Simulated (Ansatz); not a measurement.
# How Co converges under other mixers and occupations

Wanted: the cost and the effect of other mixers, smearings and limits on one cell of Co. System: Co, its experimental structure (space group Fm-3m); the cell holds 1 atom. Source: COD entry 9012949; the sample's temperature and pressure aren't taken into account.

This is Co in the fcc structure; at room conditions it is hcp.

Computed with Ansatz 0.2.0 (DFT r2SCAN, PAW, plane waves, scalar-relativistic, unless a step's input says otherwise).

6 further runs of the same task are left out: 5 that didn't finish, 1 set aside as unsound or not needed.

### Step 1. The structure to begin with

Symmetry: Fm-3m, No. 225, cubic system. Conventional cell: a = 3.544 Å, b = 3.544 Å, c = 3.544 Å, α = 90.00°, β = 90.00°, γ = 90.00°. Co (site symmetry m-3m) has 12 Co at 2.51 Å as nearest neighbours.

Structure file:

```
Co
1.0
     0.00000    1.77205    1.77205
     1.77205    0.00000    1.77205
     1.77205    1.77205    0.00000
Co
1
Direct
  0.00000 0.00000 0.00000
```

In tables a label like Co1 counts atoms in the order of input.yaml; a structure file may count by element.

After the default run come: MSR1 mixing, preconditioner none; Fermi–Dirac width 0.003 eV, no switch to direct minimisation; one k-point (Gamma), no switch to direct minimisation; Broyden, β 0.9, history 3, no preconditioner; direct minimisation; Fermi–Dirac smearing, width 0.3 eV.

The search for lower states is off throughout, and inputs that name a mixer don't switch to direct minimisation unless they say so. Spin is collinear, with starting moments Co1 3.00 μB. β is the mixing step of the charge; the magnetisation has a step of its own, which the program sets unless it is named.

### Step 2. Default SCF settings

Input file input.yaml:

```yaml
crystal:
  lattice:
    - [0.0, 1.77205, 1.77205]
    - [1.77205, 0.0, 1.77205]
    - [1.77205, 1.77205, 0.0]
  atoms:
    - { symbol: Co, position: [0.0, 0.0, 0.0], spin: 3.0 }
magnetization:
  spin_polarized: true
hamiltonian:
  xc: r2scan
  pseudopotentials: { kind: paw }
basis:
  ecutwfc: 500
kpoints:
  mp_grid: { grid: [13, 13, 13] }
scf:
  occupations: { method: fermi_dirac, width: 0.1 }
  lower_state_search: "off"
output:
  forces: true
  stress: true
```

Run with:

```bash
ansatz run input.yaml --threads 2 --pin off --max-ram 5120MiB --backend cpu --events-out ev --progress --plain --runs-dir out
```

The log of the run, shortened:

```text
[...]
Pseudopotentials: kind: paw
Pseudopotential: Co, paw, valence charge 17, recommended cutoff 500 eV (meta_gga), Co.paw.azcp
Functional definition: r2SCAN
[...]
Crystal: 1 atoms, lattice volume = 11.129 Å³
Basis set: ecut = 500 eV, 283 PW (Γ), exchange–correlation on 80×80×80 points (64 copies of the dense FFT grid, shifted against one another)
Bands: 14, of which v1, the nominal top of the filled ones, is band 9 counted from 1 (8 counted from 0)
Symmetry: 48 space group operations
Space group: Fm-3m (ITA 225), of the structure as read, at distance tolerance 2.2e-5 Å
Magnetic group: BNS 225.116 (UNI 1618), of the structure as read, at distance tolerance 2.2e-5 Å
k-points: 84 of 2197
[...]
Starting moments: Σ|m| = 3 μB on 1 of 1 site
[...]
SCF iter   1: F=-5131.382307 eV  HF=-5131.185711 eV  |F-HF|=1.97e-1  |Δ(HF+E_count)|=         —  Δρ=9.30e-2 (↑9.30e-2 ↓5.65e-2)  dr2=1.57e-1  dr2_τ=1.88e-2  dr2_m=5.42e-1  M=2.061 μB ∫|m|=2.202 μB  β_m=0.96  ethr=9.25e-4  ⟨swp⟩=1.0  Hψ=16642  notcnv=0
[...]
spin-set hold released at iteration 1 (the charge has settled, or the pull on large starting moments outlasts its swing): the magnetisation degrees of freedom join the quasi-Newton model from the next iteration; the mixer history was flushed
[...]
SCF iter  15: F=-5131.562340 eV  HF=-5131.562340 eV  |F-HF|=2.02e-8  |Δ(HF+E_count)|=   4.43e-8  Δρ=7.06e-6 (↑4.25e-6 ↓7.06e-6)  dr2=8.15e-10  dr2_τ=9.48e-11  dr2_m=2.90e-9  M=1.875 μB ∫|m|=2.120 μB  ethr=3.41e-12  ⟨swp⟩=3.1  Hψ=5932  notcnv=0
[...]
this state was not tested for a lower state beside it, because the mixer in use, unlike msr1, does not test its closes by its own steps (another_mixer; see scf.mixing.algorithm and scf.lower_state_search)
SCF converged after 15 iterations
Magnetization: 1.8749 μB (9.4375 up, 7.5625 down)
Absolute magnetization: 2.1208 μB (∫|ρ↑−ρ↓|, with the PAW one-centre terms)
Spin contamination: 0.0572 ħ² per cell (⟨S²⟩ above its minimum at these occupations)
Per-site moments (μB) at R_I (Å): [(1.9840722038550564, 1.0337485715713377)]
Free energy (F): -5131.562340 eV
[...]
E sigma→0 (E₀):  -5131.551570 eV
Entropy (-TS):   -0.021540 eV (-21.540 meV/atom)
Fermi energy:    18.459044 eV
[...]
--- Forces (eV/Å), atoms counted from 1 ---
  atom   1  Co    -0.00000000     0.00000000    -0.00000000
[...]
--- Stress (GPa, compression-positive) ---
       -4.851994       0.000000       0.000000
        0.000000      -4.851994       0.000000
       -0.000000      -0.000000      -4.851994
  P = ⅓ Tr σ = -4.8520 GPa (-48.520 kbar)
```

Wall time 4 s (2 threads of Arm Neoverse V1, shared host); peak memory 0.31 GiB.

The reference: 15 iterations with the default settings (Broyden mixing, preconditioner none); ferromagnetic, site moments Co1 1.98 μB, total 1.87 μB per cell, no gap on the k-mesh.

### Step 3. MSR1 mixing, preconditioner none

Edit input.yaml of step 2 so:

```diff
@@ -19,2 +19,5 @@
   lower_state_search: "off"
+  algorithm: density_mixing
+  max_iter: 60
+  mixing: { algorithm: msr1, preconditioner: none }
 output:
```

Run with:

```bash
ansatz run input.yaml --threads 2 --pin off --max-ram 5120MiB --backend cpu --events-out ev --progress --plain --runs-dir out
```

The log of the run, shortened:

```text
[... 21 lines as in an earlier run ...]
Starting moments: Σ|m| = 3 μB on 1 of 1 site
[... 3 lines as in an earlier run ...]
SCF iter   1: F=-5131.382307 eV  HF=-5131.185711 eV  |F-HF|=1.97e-1  |Δ(HF+E_count)|=         —  Δρ=9.30e-2 (↑9.30e-2 ↓5.65e-2)  dr2=1.57e-1  dr2_τ=1.88e-2  dr2_m=5.42e-1  M=2.061 μB ∫|m|=2.202 μB  β_m=0.30  ethr=9.25e-4  ⟨swp⟩=1.0  Hψ=16642  notcnv=0
[...]
[... 1 line as in an earlier run ...]
[...]
SCF iter  10: F=-5131.562340 eV  HF=-5131.562340 eV  |F-HF|=5.54e-10  |Δ(HF+E_count)|=   8.10e-7  Δρ=4.59e-6 (↑2.46e-6 ↓4.59e-6)  dr2=2.06e-9  dr2_τ=7.69e-11  dr2_m=3.50e-10  M=1.875 μB ∫|m|=2.120 μB  ethr=4.74e-10  ⟨swp⟩=4.0  Hψ=6971  notcnv=0
[...]
SCF converged after 10 iterations
Magnetization: 1.8750 μB (9.4375 up, 7.5625 down)
Absolute magnetization: 2.1209 μB (∫|ρ↑−ρ↓|, with the PAW one-centre terms)
Spin contamination: 0.0572 ħ² per cell (⟨S²⟩ above its minimum at these occupations)
Per-site moments (μB) at R_I (Å): [(1.9841286781373608, 1.0337485715713377)]
Free energy (F): -5131.562340 eV
[...]
E sigma→0 (E₀):  -5131.551570 eV
Entropy (-TS):   -0.021539 eV (-21.539 meV/atom)
Fermi energy:    18.459149 eV
[... 25 lines left out: energy terms, forces, stress ...]
```

It took 3 s on 2 threads of Arm Neoverse V1, shared host; peak memory 0.31 GiB.

10 iterations against 15; the same free energy.

### Step 4. Fermi–Dirac width 0.003 eV, no switch to direct minimisation

Edit input.yaml of step 3 so:

```diff
@@ -17,3 +17,3 @@
 scf:
-  occupations: { method: fermi_dirac, width: 0.1 }
+  occupations: { method: fermi_dirac, width: 0.003 }
   lower_state_search: "off"
@@ -21,3 +21,3 @@
   max_iter: 60
-  mixing: { algorithm: msr1, preconditioner: none }
+  mixing: {}
 output:
```

Run with:

```bash
ansatz run input.yaml --threads 2 --pin off --max-ram 5120MiB --backend cpu --events-out ev --progress --plain --runs-dir out
```

The log of the run, shortened:

```text
[... 21 lines as in an earlier run ...]
Starting moments: Σ|m| = 3 μB on 1 of 1 site
[... 2 lines as in an earlier run ...]
[...]
SCF iter   1: F=-5131.361804 eV  HF=-5131.170645 eV  |F-HF|=1.91e-1  |Δ(HF+E_count)|=         —  Δρ=9.26e-2 (↑9.26e-2 ↓5.57e-2)  dr2=1.60e-1  dr2_τ=1.87e-2  dr2_m=5.33e-1  M=2.066 μB ∫|m|=2.205 μB  β_m=0.96  ethr=9.43e-4  ⟨swp⟩=1.0  Hψ=16953  notcnv=0
[...]
[... 1 line as in an earlier run ...]
[...]
SCF iter  15: F=-5131.553065 eV  HF=-5131.553065 eV  |F-HF|=3.71e-8  |Δ(HF+E_count)|=   2.18e-7  Δρ=1.17e-5 (↑5.46e-6 ↓1.17e-5)  dr2=3.76e-9  dr2_τ=1.88e-10  dr2_m=7.15e-9  M=1.891 μB ∫|m|=2.139 μB  ethr=1.41e-10  ⟨swp⟩=4.0  Hψ=6609  notcnv=0
[...]
[... 1 line as in an earlier run ...]
SCF converged after 15 iterations
Magnetization: 1.8912 μB (9.4456 up, 7.5544 down)
Absolute magnetization: 2.1401 μB (∫|ρ↑−ρ↓|, with the PAW one-centre terms)
Spin contamination: 0.0594 ħ² per cell (⟨S²⟩ above its minimum at these occupations)
Per-site moments (μB) at R_I (Å): [(2.001725590276279, 1.0337485715713377)]
Free energy (F): -5131.553065 eV
[...]
E sigma→0 (E₀):  -5131.553055 eV
Entropy (-TS):   -0.000020 eV (-0.020 meV/atom)
Fermi energy:    18.506760 eV
[...]
--- Forces (eV/Å), atoms counted from 1 ---
  atom   1  Co    -0.00000000     0.00000000    -0.00000000
[...]
--- Stress (GPa, compression-positive) ---
       -4.645884      -0.000000       0.000000
       -0.000000      -4.645884       0.000000
        0.000000       0.000000      -4.645884
  P = ⅓ Tr σ = -4.6459 GPa (-46.459 kbar)
```

Wall time 3.7 s (2 threads of Arm Neoverse V1, shared host); peak memory 0.31 GiB.

The count stays at 15. Against the default run: free energy shifted by +9.3 meV/atom, zero-width estimate shifted by -1.5 meV/atom, pressure -4.6 GPa against -4.9.

### Step 5. One k-point (Gamma), no switch to direct minimisation

Edit input.yaml of step 4 so:

```diff
@@ -15,5 +15,5 @@
 kpoints:
-  mp_grid: { grid: [13, 13, 13] }
+  mp_grid: { grid: [1, 1, 1] }
 scf:
-  occupations: { method: fermi_dirac, width: 0.003 }
+  occupations: { method: fermi_dirac, width: 0.1 }
   lower_state_search: "off"
```

Run with:

```bash
ansatz run input.yaml --threads 2 --pin off --max-ram 5120MiB --backend cpu --events-out ev --progress --plain --runs-dir out
```

The log of the run, shortened:

```text
[... 15 lines as in an earlier run ...]
k-points: 1
[... 5 lines as in an earlier run ...]
Starting moments: Σ|m| = 3 μB on 1 of 1 site
[... 2 lines as in an earlier run ...]
[...]
SCF iter   1: F=-5141.928351 eV  HF=-5140.896994 eV  |F-HF|=1.03e0  |Δ(HF+E_count)|=         —  Δρ=8.32e-2 (↑3.44e-2 ↓8.32e-2)  dr2=1.36e-1  dr2_τ=3.02e-2  dr2_m=2.61e-1  M=3.000 μB ∫|m|=3.005 μB  β_m=1.20  ethr=7.99e-4  ⟨swp⟩=1.0  Hψ=198  notcnv=0
[...]
[... 1 line as in an earlier run ...]
[...]
SCF iter  10: F=-5141.983696 eV  HF=-5141.983696 eV  |F-HF|=3.65e-9  |Δ(HF+E_count)|=   7.00e-8  Δρ=3.06e-6 (↑2.95e-6 ↓3.06e-6)  dr2=2.22e-9  dr2_τ=7.24e-11  dr2_m=7.49e-11  M=3.000 μB ∫|m|=3.011 μB  ethr=2.84e-10  ⟨swp⟩=4.0  Hψ=74  notcnv=0
[...]
[... 1 line as in an earlier run ...]
SCF converged after 10 iterations
Magnetization: 3.0000 μB (10.0000 up, 7.0000 down)
Absolute magnetization: 3.0110 μB (∫|ρ↑−ρ↓|, with the PAW one-centre terms)
Spin contamination: 0.0024 ħ² per cell (⟨S²⟩ above its minimum at these occupations)
Per-site moments (μB) at R_I (Å): [(2.934616846820934, 1.0337485715713377)]
Free energy (F): -5141.983696 eV
[...]
E sigma→0 (E₀):  -5141.888218 eV
Entropy (-TS):   -0.190954 eV (-190.954 meV/atom)
Fermi energy:    17.154984 eV
[...]
--- Forces (eV/Å), atoms counted from 1 ---
  atom   1  Co     0.00000000     0.00000000     0.00000000
[...]
--- Stress (GPa, compression-positive) ---
      -12.913101       0.000000      -0.000000
       -0.000000     -12.913101       0.000000
        0.000000       0.000000     -12.913101
  P = ⅓ Tr σ = -12.9131 GPa (-129.131 kbar)
```

Wall time 0.73 s (2 threads of Arm Neoverse V1, shared host); peak memory 0.28 GiB.

10 iterations against 15; free energy shifted by -10421 meV/atom, pressure -12.9 GPa against -4.9, moments Co1 2.93 μB against Co1 1.98.

This setting is poor on purpose, so its numbers aren't to be taken as properties of the material.

### Step 6. Broyden, β 0.9, history 3, no preconditioner

Edit input.yaml of step 5 so:

```diff
@@ -15,3 +15,3 @@
 kpoints:
-  mp_grid: { grid: [1, 1, 1] }
+  mp_grid: { grid: [13, 13, 13] }
 scf:
@@ -21,3 +21,3 @@
   max_iter: 60
-  mixing: {}
+  mixing: { algorithm: broyden, ndim: 3, beta: 0.9, preconditioner: none }
 output:
```

Run with:

```bash
ansatz run input.yaml --threads 2 --pin off --max-ram 5120MiB --backend cpu --events-out ev --progress --plain --runs-dir out
```

The log of the run, shortened:

```text
[... 21 lines as in an earlier run ...]
Starting moments: Σ|m| = 3 μB on 1 of 1 site
[... 3 lines as in an earlier run ...]
SCF iter   1: F=-5131.382307 eV  HF=-5131.185711 eV  |F-HF|=1.97e-1  |Δ(HF+E_count)|=         —  Δρ=9.30e-2 (↑9.30e-2 ↓5.65e-2)  dr2=1.57e-1  dr2_τ=1.88e-2  dr2_m=5.42e-1  M=2.061 μB ∫|m|=2.202 μB  β_m=2.87  ethr=9.25e-4  ⟨swp⟩=1.0  Hψ=16642  notcnv=0
[...]
[... 1 line as in an earlier run ...]
[...]
SCF iter  23: F=-5131.562340 eV  HF=-5131.562340 eV  |F-HF|=1.78e-8  |Δ(HF+E_count)|=   1.34e-7  Δρ=1.36e-5 (↑1.22e-5 ↓1.36e-5)  dr2=2.71e-8  dr2_τ=1.16e-9  dr2_m=1.03e-9  M=1.875 μB ∫|m|=2.120 μB  ethr=5.96e-11  ⟨swp⟩=2.0  Hψ=7147  notcnv=0
[...]
[... 1 line as in an earlier run ...]
SCF converged after 23 iterations
Magnetization: 1.8750 μB (9.4375 up, 7.5625 down)
Absolute magnetization: 2.1209 μB (∫|ρ↑−ρ↓|, with the PAW one-centre terms)
Spin contamination: 0.0572 ħ² per cell (⟨S²⟩ above its minimum at these occupations)
Per-site moments (μB) at R_I (Å): [(1.9841763599507256, 1.0337485715713377)]
Free energy (F): -5131.562340 eV
[...]
E sigma→0 (E₀):  -5131.551568 eV
Entropy (-TS):   -0.021544 eV (-21.544 meV/atom)
Fermi energy:    18.459029 eV
[... 25 lines left out: energy terms, forces, stress ...]
```

Wall time 5.2 s (2 threads of Arm Neoverse V1, shared host); peak memory 0.3 GiB.

23 iterations against 15; the same free energy.

### Step 7. Direct minimisation

Edit input.yaml of step 6 so:

```diff
@@ -19,5 +19,4 @@
   lower_state_search: "off"
-  algorithm: density_mixing
-  max_iter: 60
-  mixing: { algorithm: broyden, ndim: 3, beta: 0.9, preconditioner: none }
+  algorithm: direct_min
+  max_iter: 150
 output:
```

Run with:

```bash
ansatz run input.yaml --threads 2 --pin off --max-ram 5120MiB --backend cpu --events-out ev --progress --plain --runs-dir out
```

The log of the run, shortened:

```text
[... 21 lines as in an earlier run ...]
Starting moments: Σ|m| = 3 μB on 1 of 1 site
[... 2 lines as in an earlier run ...]
[...]
SCF iter   1: F=-5131.378903 eV  HF=-5130.955351 eV  |F-HF|=4.24e-1  |Δ(HF+E_count)|=         —  Δρ=8.97e-2 (↑8.97e-2 ↓5.96e-2)  dr2=1.33e-1  dr2_τ=1.43e-1  dr2_m=5.39e-1  M=2.053 μB ∫|m|=2.129 μB  β_m=0.30  ethr=8.13e-4  ⟨swp⟩=3.4  Hψ=12968  notcnv=0
[...]
spin-set hold released at iteration 5 (site moments contracting): the magnetisation degrees of freedom join the quasi-Newton model from the next iteration; the mixer history was flushed
[...]
SCF iter   9: F=-5131.562340 eV  HF=-5131.562340 eV  |F-HF|=1.36e-8  |Δ(HF+E_count)|=   8.28e-7  Δρ=1.21e-5 (↑6.31e-6 ↓1.21e-5)  dr2=9.31e-9  dr2_τ=6.15e-10  dr2_m=4.69e-9  M=1.875 μB ∫|m|=2.120 μB  ethr=5.02e-9  ⟨swp⟩=4.0  Hψ=5655  notcnv=0
[...]
this state was not tested for a lower state beside it, because a direct minimisation reached the state, and no test of it is asked (direct_minimisation; see scf.lower_state_search)
SCF converged after 9 iterations
Magnetization: 1.8750 μB (9.4375 up, 7.5625 down)
Absolute magnetization: 2.1208 μB (∫|ρ↑−ρ↓|, with the PAW one-centre terms)
Spin contamination: 0.0572 ħ² per cell (⟨S²⟩ above its minimum at these occupations)
Per-site moments (μB) at R_I (Å): [(1.984118375953241, 1.0337485715713377)]
Free energy (F): -5131.562340 eV
[...]
E sigma→0 (E₀):  -5131.551570 eV
Entropy (-TS):   -0.021539 eV (-21.539 meV/atom)
Fermi energy:    18.459095 eV
[... 30 lines left out: energy terms, forces, stress, bands ...]
```

Wall time 6 s (2 threads of Arm Neoverse V1, shared host); peak memory 0.35 GiB.

Compared with step 2: the same free energy; 9 iterations in place of 15.

### Step 8. Fermi–Dirac smearing, width 0.3 eV

Edit input.yaml of step 7 so:

```diff
@@ -17,6 +17,5 @@
 scf:
-  occupations: { method: fermi_dirac, width: 0.1 }
+  occupations: { method: fermi_dirac, width: 0.3 }
   lower_state_search: "off"
-  algorithm: direct_min
-  max_iter: 150
+  max_iter: 60
 output:
```

Run with:

```bash
ansatz run input.yaml --threads 2 --pin off --max-ram 5120MiB --backend cpu --events-out ev --progress --plain --runs-dir out
```

The log of the run, shortened:

```text
[... 21 lines as in an earlier run ...]
Starting moments: Σ|m| = 3 μB on 1 of 1 site
[... 2 lines as in an earlier run ...]
[...]
SCF iter   1: F=-5131.519070 eV  HF=-5131.317943 eV  |F-HF|=2.01e-1  |Δ(HF+E_count)|=         —  Δρ=9.28e-2 (↑9.28e-2 ↓5.77e-2)  dr2=1.40e-1  dr2_τ=1.87e-2  dr2_m=5.55e-1  M=2.064 μB ∫|m|=2.195 μB  β_m=0.96  ethr=8.22e-4  ⟨swp⟩=1.0  Hψ=15852  notcnv=0
[...]
[... 1 line as in an earlier run ...]
[...]
SCF iter  14: F=-5131.673954 eV  HF=-5131.673954 eV  |F-HF|=4.87e-10  |Δ(HF+E_count)|=   5.79e-7  Δρ=6.22e-6 (↑5.28e-6 ↓6.22e-6)  dr2=1.85e-9  dr2_τ=7.84e-10  dr2_m=7.89e-11  M=1.831 μB ∫|m|=2.076 μB  ethr=9.59e-11  ⟨swp⟩=4.1  Hψ=7435  notcnv=0
[...]
[... 1 line as in an earlier run ...]
SCF converged after 14 iterations
Magnetization: 1.8308 μB (9.4154 up, 7.5846 down)
Absolute magnetization: 2.0774 μB (∫|ρ↑−ρ↓|, with the PAW one-centre terms)
Spin contamination: 0.0568 ħ² per cell (⟨S²⟩ above its minimum at these occupations)
Per-site moments (μB) at R_I (Å): [(1.9405717478366318, 1.0337485715713377)]
Free energy (F): -5131.673954 eV
[...]
E sigma→0 (E₀):  -5131.530548 eV
Entropy (-TS):   -0.286812 eV (-286.812 meV/atom)
Fermi energy:    18.397579 eV
[...]
--- Forces (eV/Å), atoms counted from 1 ---
  atom   1  Co    -0.00000000     0.00000000     0.00000000
[...]
--- Stress (GPa, compression-positive) ---
       -4.811054      -0.000000      -0.000000
       -0.000000      -4.811054      -0.000000
        0.000000       0.000000      -4.811054
  P = ⅓ Tr σ = -4.8111 GPa (-48.111 kbar)
```

It took 3.5 s on 2 threads of Arm Neoverse V1, shared host; peak memory 0.31 GiB.

Compared with step 2: free energy shifted by -112 meV/atom, zero-width estimate shifted by +21.0 meV/atom; 14 iterations in place of 15.

### Step 9. The runs side by side

| step | settings | iterations | time | against the default run |
| --- | --- | --- | --- | --- |
| 2 | default SCF settings | 15 | 4 s | reference |
| 3 | MSR1 mixing, preconditioner none | 10 | 3 s | the same free energy |
| 4 | Fermi–Dirac width 0.003 eV, no switch to direct minimisation | 15 | 3.7 s | free energy shifted by +9.3 meV/atom, zero-width estimate shifted by -1.5 meV/atom, pressure -4.6 GPa against -4.9 |
| 5 | one k-point (Gamma), no switch to direct minimisation | 10 | 0.73 s | free energy shifted by -10421 meV/atom, pressure -12.9 GPa against -4.9, moments Co1 2.93 μB against Co1 1.98 |
| 6 | Broyden, β 0.9, history 3, no preconditioner | 23 | 5.2 s | the same free energy |
| 7 | direct minimisation | 9 | 6 s | the same free energy |
| 8 | Fermi–Dirac smearing, width 0.3 eV | 14 | 3.5 s | free energy shifted by -112 meV/atom, zero-width estimate shifted by +21.0 meV/atom |

Decimal logarithm of the largest residual (eV) by iteration, counted through all cycles of a run:

```csv
iteration,step 2,step 3,step 4,step 5,step 6,step 7,step 8
1,-0.3,-0.3,-0.3,-0.6,-0.3,-0.3,-0.3
2,-1.9,-0.4,-1.8,-1.2,0.1,-0.5,-1.9
3,-2.4,-0.9,-2.2,-1.5,-0.9,-0.7,-2.4
4,-2.7,-2.7,-2.5,-2.6,-2.2,-1.0,-2.9
5,-2.9,-3.2,-2.7,-4.1,-2.3,-1.3,-3.1
7,-3.7,-4.1,-2.8,-5.4,-3.5,-3.8,-3.9
9,-4.0,-6.9,-3.4,-7.3,-3.6,-8.0,-4.0
11,-6.6,-,-4.3,-,-3.8,-,-5.4
13,-7.8,-,-6.8,-,-5.0,-,-7.8
15,-8.5,-,-8.1,-,-4.9,-,-
17,-,-,-,-,-5.5,-,-
19,-,-,-,-,-6.2,-,-
21,-,-,-,-,-7.2,-,-
23,-,-,-,-,-7.6,-,-
```

### Step 10. Results

| quantity | value |
| --- | --- |
| default run | 15 iterations, ferromagnetic, site moments Co1 1.98 μB, total 1.87 μB per cell, no gap on the k-mesh |
| fewest iterations to that state among the runs shown (an iteration of direct minimisation costs more) | 9 (direct minimisation) |
| most iterations to it | 23 (Broyden, β 0.9, history 3, no preconditioner) |
| runs that end in another state, among changes of path alone | 0 |
| largest shift of the free energy by occupations, cutoff, mesh or field | -10421 meV/atom (one k-point (Gamma), no switch to direct minimisation) |

What this shows: The default and the runs that change only the path, 4 in all, end in one state, in 9 to 23 iterations. Occupations, cutoff, mesh and fields change the problem that is solved, not just the path; the largest shift here is that of “one k-point (Gamma), no switch to direct minimisation”. Other settings tried on this cell gave no result: linear mixing, β 0.05, no preconditioner (not converged after 60 iterations, still settling); fixed occupations (input refused); linear mixing, β 0.7, Kerker (not converged after 60 iterations, oscillates). Counts include iterations that the program adds to test a close, so a difference of one or two ranks nothing. The starting density is a sum of atomic densities.
